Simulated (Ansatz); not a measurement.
KBr built on the zincblende prototype at its r2SCAN geometry, run in Ansatz at 4 levels of theory. All values are calculated for a non-magnetic cell, which may be hypothetical.

The PBE+SOC input:
```yaml
crystal:
  lattice:
    - [0.0, 3.6882992884, 3.6882992884]
    - [3.6882992884, 0.0, 3.6882992884]
    - [3.6882992884, 3.6882992884, 0.0]
  atoms:
    - { symbol: K, position: [0.0, 0.0, 0.0] }
    - { symbol: Br, position: [0.25, 0.25, 0.25] }
kpoints:
  mp_grid: { grid: [6, 6, 6] }
  band_path:
    path:
      - [0.0, 0.0, 0.0]
      - [-0.5, -0.5, 0.0]
      - [-0.375, -0.375, 0.25]
      - [-0.375, 0.0, 0.375]
      - [0.0, 0.0, 0.5]
      - [-0.5, -0.25, 0.25]
      - [0.0, 0.229167, -0.25]
    npoints: 1
hamiltonian:
  xc: pbe
scf:
  occupations: { method: fixed }
  n_extra_bands: 8
magnetization:
  noncollinear: true
  spin_orbit: true
output:
  forces: true
  stress: true
  eigenvalues: true
```

Main results, then, where recorded, the levels near the gap in eV from the Fermi energy (columns number the bands from 0), one row a point of the path (Γ, X, U, K, L, W, (0, 0.229, -1/4)):
```
Crystal: 2 atoms, lattice volume = 100.348 Å³
Symmetry: 24 space group operations + 24 with time reversal
Magnetic group: BNS 216.75 (UNI 1577)
```
```
Basis set: ecut = 420 eV, 1917 PW (Γ)
k-points: 16 of 216 (time reversal used)
SCF 1 converged in 7 iterations: F = -4324.697798 eV  dr2 = 5.19e-9
Free energy (F): -4324.697798 eV
Fermi energy:    -0.974233 eV
--- Stress (GPa, compression-positive) ---
        0.259320       0.000000       0.000000
        0.000000       0.259320       0.000000
        0.000000       0.000000       0.259320
  P = ⅓ Tr σ = 0.2593 GPa (2.593 kbar)
```
```tsv
band_10	band_11	band_12	band_13	band_14	band_15	band_16	band_17	band_18	band_19	band_20	band_21
-0.468	-0.468	-0.015	-0.015	-0.015	-0.015	4.137	4.137	8.465	8.465	8.465	8.465
-0.689	-0.689	-0.211	-0.211	-0.021	-0.021	5.926	5.926	7.030	7.030	8.784	8.784
-0.654	-0.611	-0.261	-0.212	-0.065	-0.055	6.175	6.179	7.019	7.055	8.376	8.430
-0.654	-0.611	-0.261	-0.212	-0.065	-0.055	6.175	6.179	7.019	7.055	8.376	8.430
-0.653	-0.653	-0.193	-0.193	0.000	0.000	6.384	6.384	6.832	6.832	8.054	8.054
-0.641	-0.589	-0.272	-0.212	-0.085	-0.080	6.182	6.188	7.026	7.074	8.629	8.642
-0.618	-0.577	-0.226	-0.180	-0.045	-0.038	5.922	5.926	7.433	7.440	7.890	7.890
```

With PBE+SOC the valence top lies at L and the conduction bottom at Γ, 4.14 eV higher; the smallest vertical gap, at Γ, is 4.15 eV. Least and direct gap differ so little that the kind isn't settled.

Problem. In the first input these blocks are replaced (the band path and keys that only write files left aside):
```yaml
hamiltonian:
  xc: r2scan
scf:
  occupations: { method: fixed }
  n_extra_bands: 4
```
(magnetization left out)
What comes out?

Solution.
```
Basis set: ecut = 500 eV, 2637 PW (Γ)
k-points: 16 of 216 (time reversal used)
SCF 1 converged in 6 iterations: F = -4339.031677 eV  dr2 = 2.97e-10
Free energy (F): -4339.031677 eV
Fermi energy:    -1.493413 eV
--- Stress (GPa, compression-positive) ---
        0.007497       0.000000       0.000000
        0.000000       0.007497       0.000000
        0.000000       0.000000       0.007497
  P = ⅓ Tr σ = 0.0075 GPa (0.075 kbar)
```
```tsv
band_5	band_6	band_7	band_8	band_9	band_10
-0.015	-0.015	-0.015	4.841	9.351	9.351
-0.419	-0.017	-0.017	6.524	7.774	9.870
-0.316	-0.135	-0.009	6.784	7.777	9.404
-0.316	-0.135	-0.009	6.784	7.777	9.404
-0.379	-0.001	-0.001	7.175	7.486	8.885
-0.245	-0.201	-0.025	6.793	7.785	9.491
-0.271	-0.106	0.000	6.605	8.169	8.718
```
The r2SCAN gap is indirect, 4.84 eV (k = (0, 0.229, -1/4) to Γ), below the direct gap of 4.86 eV at Γ. Least and direct gap differ so little that the kind isn't settled. The mean stress is close to zero (0.01 GPa).

r2SCANh. Against the first input these blocks differ (the band path and keys that only write files left aside):
```yaml
kpoints:
  mp_grid: { grid: [4, 4, 4] }
hamiltonian:
  xc: r2scanh
scf:
  occupations: { method: fixed }
  n_extra_bands: 4
```
(magnetization left out)

```
Basis set: ecut = 500 eV, 2637 PW (Γ)
k-points: 8 of 64 (time reversal used)
SCF 1 stopped early in 2 iterations: F = -4339.029908 eV  dr2 = 3.85e-4
SCF 2 converged in 5 iterations: F = -4338.802259 eV  dr2 = 9.29e-8
hybrid outer 1: dexx = +8.521e-5 eV, tail = 4.96e-7 eV
SCF 3 converged in 2 iterations: F = -4338.802280 eV  dr2 = 2.95e-9
hybrid outer 2: dexx = +4.898e-9 eV, tail = 6.47e-9 eV, Δε = 3.94e-4 eV
Free energy (F): -4338.802280 eV
Fermi energy:    -1.940969 eV
--- Stress (GPa, compression-positive) ---
       -0.007922       0.000000       0.000000
        0.000000      -0.007922       0.000000
        0.000000       0.000000      -0.007922
  P = ⅓ Tr σ = -0.0079 GPa (-0.079 kbar)
```
```tsv
band_5	band_6	band_7	band_8	band_9	band_10
-0.014	-0.014	-0.014	5.462	10.133	10.133
-0.433	-0.020	-0.020	7.167	8.446	10.557
-0.327	-0.142	-0.011	7.437	8.446	10.089
-0.327	-0.142	-0.011	7.437	8.446	10.089
-0.392	-0.001	-0.001	7.814	8.149	9.605
-0.254	-0.209	-0.028	7.448	8.460	10.162
-0.279	-0.110	0.000	7.248	8.841	9.449
```

The r2SCANh gap is indirect, 5.46 eV (k = (0, 0.229, -1/4) to Γ), below the direct gap of 5.48 eV at Γ. Least and direct gap differ so little that the kind isn't settled. The mean stress, 0.0 GPa, is small, and the program warns that its thresholds are loose for a hybrid's stress.

HSE06. Against the first input these blocks differ (the band path and keys that only write files left aside):
```yaml
kpoints:
  mp_grid: { grid: [4, 4, 4] }
hamiltonian:
  xc: hse06
scf:
  occupations: { method: fixed }
  n_extra_bands: 4
```
(magnetization left out)

```
Basis set: ecut = 420 eV, 1917 PW (Γ)
k-points: 8 of 64 (time reversal used)
SCF 1 stopped early in 2 iterations: F = -4324.310937 eV  dr2 = 4.98e-5
Exchange kernel: α = 0.2500, screened, ω = 0.2079 Å⁻¹, Wigner–Seitz truncation, v(0) = 1045.1108 eV·Å³, q-mesh 4×4×4
SCF 2 stopped early in 5 iterations: F = -4327.205927 eV  dr2 = 7.36e-7
hybrid outer 1: dexx = +2.273e-3 eV, tail = 9.88e-6 eV
SCF 3 converged in 3 iterations: F = -4327.206186 eV  dr2 = 6.64e-9
hybrid outer 2: dexx = +1.364e-7 eV, tail = 1.80e-8 eV, Δε = 1.40e-3 eV
Free energy (F): -4327.206186 eV
Fermi energy:    -1.976368 eV
--- Stress (GPa, compression-positive) ---
        0.146481       0.000000       0.000000
        0.000000       0.146481       0.000000
        0.000000       0.000000       0.146481
  P = ⅓ Tr σ = 0.1465 GPa (1.465 kbar)
```
```tsv
band_5	band_6	band_7	band_8	band_9	band_10
-0.013	-0.013	-0.013	5.392	10.070	10.070
-0.445	-0.022	-0.022	7.181	8.376	10.261
-0.338	-0.144	-0.012	7.455	8.375	9.858
-0.338	-0.144	-0.012	7.455	8.375	9.858
-0.401	-0.001	-0.001	7.691	8.144	9.520
-0.268	-0.208	-0.028	7.468	8.400	10.016
-0.286	-0.111	0.000	7.204	8.788	9.378
```

HSE06 gives an indirect gap of 5.39 eV, from k = (0, 0.229, -1/4) to Γ; the least direct gap is 5.41 eV at Γ. Least and direct gap differ so little that the kind isn't settled. The mean stress, +0.1 GPa, is small, and the program warns that its thresholds are loose for a hybrid's stress.

Small level splittings and stresses of the hybrids carry the error of their coarser meshes.

Totals of different functionals, or with and without spin-orbit coupling, can't be compared.

Only the levels marked +SOC include spin-orbit coupling.

The meshes of the hybrids are coarse, so their gaps aren't converged to the digits shown.

For some runs the program warns that the potential is rough where the density is thin, which bears on empty states near the vacuum.
